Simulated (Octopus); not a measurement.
# SrVO3 (Pm-3m) in Octopus: reference runs

How does SrVO3 come out in PBEsol? The cell is run as given.

Program: Octopus 16.4. These are calculated values, not measurements. Logs are shortened: lines on timing, memory, paths and dates and some standing lists are left out, and cuts for length are marked.

**1. The structure**

It takes space group Pm-3m (No. 221, cubic). Conventional cell: a = 3.841 Å, b = 3.841 Å, c = 3.841 Å, α = 90.00°, β = 90.00°, γ = 90.00°. Sr (site symmetry m-3m) has 12 O at 2.72 Å as nearest neighbours. V (site symmetry m-3m) is surrounded by 6 O at 1.92 Å. O (site symmetry 4/mmm) is surrounded by 2 V at 1.92 Å.

**2. Single point, PBEsol, collinear spin, ferromagnetic start**

The input, inp:

```
CalculationMode = gs
UnitsOutput = eV_Angstrom
PeriodicDimensions = 3
ExperimentalFeatures = yes
PseudopotentialSet = pseudodojo_pbesol
%LatticeParameters
 1*angstrom | 1*angstrom | 1*angstrom
%
%LatticeVectors
 3.8409 | 0 | 0
 0 | 3.8409 | 0
 0 | 0 | 3.8409
%
%ReducedCoordinates
 "Sr" | 0.5 | 0.5 | 0.5
 "V" | 0 | 0 | 0
 "O" | 0 | 0 | 0.5
 "O" | 0 | 0.5 | 0
 "O" | 0.5 | 0 | 0
%
%Spacing
 0.11639091*angstrom | 0.11639091*angstrom | 0.11639091*angstrom
%
DerivativesOrder = 8
%KPointsGrid
 7 | 7 | 7
%
KPointsUseSymmetries = yes
XCFunctional = gga_x_pbe_sol + gga_c_pbe_sol
SpinComponents = polarized
KPointsUseTimeReversal = no
GuessMagnetDensity = user_defined
%AtomsMagnetDirection
 0.0
 2.0
 0.0
 0.0
 0.0
%
SmearingFunction = fermi_dirac
Smearing = 0.05*eV
ExtraStates = 13
Eigensolver = chebyshev_filter
ConvRelDens = 3e-7
MaximumIter = 120
Mixing = 0.2
```

Potentials or basis: pseudodojo_pbesol (PseudoDojo 0.4, PBEsol).

Run with:

```
OMP_NUM_THREADS=1 octopus > out.log
```

out.log:

```text
Running octopus

Version                : 16.4
Optional libraries     :

************************** Calculation Mode **************************
Input: [CalculationMode = gs]
**********************************************************************

Input: [SpinComponents = polarized]

******************************* Space ********************************
Octopus will run in 3 dimension(s).
Octopus will treat the system as periodic in 3 dimension(s).
**********************************************************************

Input: [AllElectronType = no]
Input: [PseudopotentialSet = pseudodojo_pbesol]
Reading Coordinates from ReducedCoordinates block

****************************** Species *******************************
  Species 'Sr'
    type             : pseudopotential
    file             : 'Sr.upf'
    file format      : UPF2
    valence charge   : 10.0
    atomic number    :  38
    form on file     : kleinman-bylander
    lmax             : 2
    llocal           : -1
    projectors per l : 2
    total projectors : 6
    application form : kleinman-bylander
    orbitals         :  5
    bound orbitals   :  5

  Species 'V'
    type             : pseudopotential
    file             : 'V.upf'
    file format      : UPF2
    valence charge   : 13.0
    atomic number    :  23
    form on file     : kleinman-bylander
    lmax             : 2
    llocal           : -1
    projectors per l : 2
    total projectors : 6
    application form : kleinman-bylander
    orbitals         : 10
    bound orbitals   : 10

  Species 'O'
    type             : pseudopotential
    file             : 'O.upf'
    file format      : UPF2
    valence charge   : 6.0
    atomic number    :   8
    form on file     : kleinman-bylander
    lmax             : 2
    llocal           : -1
    projectors per l : 2
    total projectors : 6
    application form : kleinman-bylander
    orbitals         :  4
    bound orbitals   :  4

**********************************************************************

***************************** Symmetries *****************************
Space group No.  221
International: Pm-3m
Schoenflies: Oh^1
Info: The system has    48 symmorphic symmetries that can be used.
  Index                Rotation matrix                      Fractional translations
    1 :     1   0   0     0   1   0     0   0   1      0.000000    0.000000    0.000000
    2 :    -1   0   0     0  -1   0     0   0  -1      0.000000    0.000000    0.000000
    3 :     0   1   0    -1   0   0     0   0   1      0.000000    0.000000    0.000000
    4 :     0  -1   0     1   0   0     0   0  -1      0.000000    0.000000    0.000000
    5 :    -1   0   0     0  -1   0     0   0   1      0.000000    0.000000    0.000000
    6 :     1   0   0     0   1   0     0   0  -1      0.000000    0.000000    0.000000
[... 40 lines left out ...]
   47 :     1   0   0     0   0   1     0  -1   0      0.000000    0.000000    0.000000
   48 :    -1   0   0     0   0  -1     0   1   0      0.000000    0.000000    0.000000
Info: The system also has     0 nonsymmorphic symmetries (not used for electrons).
**********************************************************************

Input: [CurvMethod = curv_affine]
Input: [DerivativesStencil = stencil_star]

****************************** Lattice *******************************
  Lattice Vectors [A]
    3.840900    0.000000    0.000000
    0.000000    3.840900    0.000000
    0.000000    0.000000    3.840900
  Cell volume =            56.6629 [A^3]
  Reciprocal-Lattice Vectors [A^-1]
    1.635863    0.000000    0.000000
    0.000000    1.635863    0.000000
    0.000000    0.000000    1.635863
  Cell angles [degree]
    alpha =   90.000
    beta  =   90.000
    gamma =   90.000
[... 165 lines left out ...]

Eigenvalues [eV]
 #st  Spin   Eigenvalue      Occupation
#k =       1, k = (  0.000000,  0.000000,  0.000000)
   1   up   -58.711106       1.000000
   1   dn   -56.941078       1.000000
   2   up   -32.877162       1.000000
   2   dn   -31.093008       1.000000
   3   up   -32.877162       1.000000
   3   dn   -31.093008       1.000000
[... 46 lines left out ...]
  27   up    19.847392       0.000000
  27   dn    20.721804       0.000000
#k =       2, k = (  0.142857,  0.000000,  0.000000)
   1   up   -58.653630       1.000000
   1   dn   -56.883683       1.000000
   2   up   -32.862037       1.000000
   2   dn   -31.077713       1.000000
   3   up   -32.862037       1.000000
   3   dn   -31.077713       1.000000
[... 46 lines left out ...]
  27   up    20.245872       0.000000
  27   dn    21.115950       0.000000
[... 18 further k-points ...]
Fermi energy =     8.095758 eV
Generating random wavefunctions for states       28 and above
Orthogonalizing wavefunctions.
Info: Ground-state restart information will be written to 'restart/gs'.
Info: SCF using complex wavefunctions.
Info: Starting SCF iteration.

*********************** SCF CYCLE ITER #    1 ************************
 etot  = -4.31769091E+03 abs_ev   =  8.44E+01 rel_ev   =  1.59E-01
 ediff =        1.59E+02 abs_dens =  5.64E+00 rel_dens =  1.38E-01
Matrix vector products: 1000
Converged eigenvectors: 0

#  State  KPoint  Spin  Eigenvalue [eV]  Occupation    Error
      1       1    up      -58.716174    1.000000   ( 4.1E-06)
      1       2    up      -58.715980    1.000000   ( 5.9E-05)
      1       3    up      -58.715786    1.000000   ( 1.1E-04)
      1       4    up      -58.715592    1.000000   ( 1.4E-04)
      1       5    up      -58.715544    1.000000   ( 1.2E-04)
      1       6    up      -58.715350    1.000000   ( 1.6E-04)
      1       9    up      -58.715193    1.000000   ( 2.2E-04)
      1       7    up      -58.715157    1.000000   ( 1.8E-04)
[... 23 lines left out ...]
     34       7    up       24.609519    0.000000   ( 2.4E-01)
     34       1    dn       25.017127    0.000000   ( 2.6E-01)
     33       1    up       25.055451    0.000000   ( 2.2E-01)
     34       6    up       25.177220    0.000000   ( 2.3E-01)
     34       4    dn       25.805712    0.000000   ( 2.3E-01)
     34       2    dn       26.176176    0.000000   ( 2.3E-01)
     34       3    up       26.244568    0.000000   ( 2.9E-01)
     34       1    up       28.011779    0.000000   ( 3.1E-01)

Density of states:

---------------------------------------------%------------------------
---------------------------------------%-----%-%----------------------
---------------------------------------%-----%-%----------------------
----------------------------------%----%-----%-%----------------------
----------------------------------%----%-----%%%----------------------
----------------------------------%----%-----%%%----------------------
---------------------%%-----------%----%-----%%%----%%--%%%-----------
---------------------%%--%--------%----%-----%%%----%%%%%%%---%-------
---------------------%%--%--------%%---%----%%%%----%%%%%%%%%%%%%-----
%%-------------------%%--%--------%%---%----%%%%---%%%%%%%%%%%%%%%%---
                                                    ^

Fermi energy =     6.156046 eV
Total Magnetic Moment:
 mz =   0.999988
Local Magnetic Moments (sphere radius [A] =   0.960):
 Ion                    mz
   1        Sr      -0.000723
   2         V       0.798962
   3         O      -0.016949
   4         O      -0.016949
   5         O      -0.016949
[... 389 lines left out ...]
Fermi energy =     5.233229 eV
Total Magnetic Moment:
 mz =   0.000010
Local Magnetic Moments (sphere radius [A] =   0.960):
 Ion                    mz
   1        Sr       0.000000
   2         V       0.000009
   3         O      -0.000000
   4         O      -0.000000
   5         O      -0.000000

**********************************************************************

Info: restarting mixing.

*********************** SCF CYCLE ITER #   21 ************************
 etot  = -4.29019448E+03 abs_ev   =  1.27E-05 rel_ev   =  2.48E-08
 ediff =        3.22E-07 abs_dens =  1.21E-06 rel_dens =  2.96E-08
Matrix vector products: 1000
Converged eigenvectors: 218
[... 16 lines left out ...]
*********************** SCF CYCLE ITER #   22 ************************
 etot  = -4.29019451E+03 abs_ev   =  2.82E-05 rel_ev   =  5.48E-08
 ediff =        1.27E-06 abs_dens =  3.71E-06 rel_dens =  9.04E-08
Matrix vector products: 1000
Converged eigenvectors: 0

#  State  KPoint  Spin  Eigenvalue [eV]  Occupation    Error
      1       1    up      -60.283711    1.000000   ( 4.3E-08)
      1       1    dn      -60.283701    1.000000   ( 3.9E-08)
      1       2    up      -60.283575    1.000000   ( 4.3E-08)
      1       2    dn      -60.283565    1.000000   ( 3.9E-08)
      1       3    up      -60.283439    1.000000   ( 3.3E-08)
      1       3    dn      -60.283429    1.000000   ( 3.9E-08)
      1       4    up      -60.283303    1.000000   ( 4.3E-08)
      1       4    dn      -60.283293    1.000000   ( 3.9E-08)
[... 23 lines left out ...]
     33       2    dn       20.576227    0.000000   ( 6.3E-03)
     34       2    up       20.582047    0.000000   ( 1.4E-02)
     34       2    dn       20.590619    0.000000   ( 1.3E-02)
     33       1    dn       20.621471    0.000000   ( 3.6E-03)
     34       1    dn       20.621846    0.000000   ( 6.9E-03)
     33       1    up       20.622066    0.000000   ( 7.9E-03)
     34       1    up       20.622957    0.000000   ( 1.7E-02)
     34       9    up       20.625896    0.000000   ( 1.8E-02)

Density of states:

----------------------%-------------------%--------%------------------
----------------------%-------------------%--------%------------------
----------------------%-------------------%--------%-%----------------
----------------------%-----------------%-%--------%-%--------%-------
----------------------%-----------------%-%--------%-%---%---%%-------
----------------------%-----------------%-%--------%-%---%---%%-------
----------------------%-----------------%-%-------%%%%--%%---%%----%--
%---------------------%----%------------%-%-------%%%%%-%%--%%%%---%--
%---------------------%----%-----------%%-%-------%%%%%-%%%%%%%%%--%%-
%---------------------%----%-----------%%-%-------%%%%%-%%%%%%%%%%%%%%
                                                        ^

Fermi energy =     5.233228 eV
Total Magnetic Moment:
 mz =   0.000007
Local Magnetic Moments (sphere radius [A] =   0.960):
 Ion                    mz
   1        Sr       0.000000
   2         V       0.000006
   3         O      -0.000000
   4         O      -0.000000
   5         O      -0.000000

**********************************************************************

Info: SCF converged in   22 iterations

** Warning:
**   Some of the states are not fully converged!

Info: Number of matrix-vector products:      22000
Info: Finished writing information to 'restart/gs'.

Octopus emitted 49 warnings.
```

Wall time 26 min (1 thread of Intel Xeon Platinum 8375C at 2.90GHz (Ice Lake), shared host); peak memory 2.1 GiB.

What came out:

| Item | Value |
| --- | --- |
| Free energy | -4290.2063 eV |
| Band gap on the k mesh | none (metal or under the smearing width) |
| Net moment | 0.00 μB per cell |

Levels at points of the mesh, in eV from the Fermi level:
Spin up:
| k point | band 16 | band 17 | band 18 | band 19 | band 20 | band 21 | band 22 | band 23 | band 24 | band 25 |
| --- | --- | --- | --- | --- | --- | --- | --- | --- | --- | --- |
| (0.00, 0.00, 0.00) | -3.21 | -3.21 | -2.37 | -2.37 | -2.37 | -0.88 | -0.88 | -0.88 | 1.41 | 1.41 |
Spin down:
| k point | band 17 | band 18 | band 19 | band 20 | band 21 | band 22 | band 23 | band 24 |
| --- | --- | --- | --- | --- | --- | --- | --- | --- |
| (0.00, 0.00, 0.00) | -3.21 | -2.37 | -2.37 | -2.37 | -0.88 | -0.88 | -0.88 | 1.41 |

Caveat: semilocal functionals often make such compounds metallic where correlation or magnetic order opens a gap, which also shifts bond lengths.
